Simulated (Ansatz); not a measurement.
## Phases of Si$_{2}$W at 29 GPa

Structure types of Si$_{2}$W are relaxed in primitive cells with their symmetry kept at 29 GPa, first on PAW files, then by LAPW. The enthalpy is E + pV at zero temperature, without zero-point motion. Only the types listed were tried, and differences under about 5 meV/atom are mesh noise. The real phase may be another.

All numbers are PBE results (scalar-relativistic) from Ansatz 0.2.0, with Fermi–Dirac smearing of 0.1 eV, no spin polarisation. Methods: LAPW: all electrons, basis error target 0.5 meV/atom; PAW: frozen-core files, cutoff 420 eV.

k meshes: MoSi2 15×15×15, fluorite 10×10×10, AlB2 9×9×7.

Spin–orbit coupling is left out, which matters for the heavy atoms.

Q: Order the types by LAPW enthalpy, lowest first.
A. fluorite
B. AlB2
C. MoSi2

A: C (0 meV/atom), B (737 meV/atom), A (1358 meV/atom).

| start type | ends as | a, b, c (Å) | V (Å³/atom) | H − H(lowest), LAPW (meV/atom) | same, PAW |
| --- | --- | --- | --- | --- | --- |
| MoSi2 | MoSi2, I4/mmm | 3.108, 3.108, 7.636 | 12.29 | 0.0 | 0.0 |
| fluorite | fluorite, Fm-3m | 5.595, 5.595, 5.595 | 14.60 | 1358.3 | 1360.3 |
| AlB2 | AlB2, P6/mmm | 4.120, 4.120, 2.542 | 12.46 | 737.4 | 736.6 |

Q: Split the lead of MoSi2 over AlB2 into energy and pV.

A: For AlB2 less MoSi2: ΔE = +707.1 meV/atom, and p·ΔV = 29 GPa × +0.1670 Å³ × 6.242 meV/(GPa·Å³) = +30.2 meV/atom, together 737.3 meV/atom. MoSi2 wins on both counts.
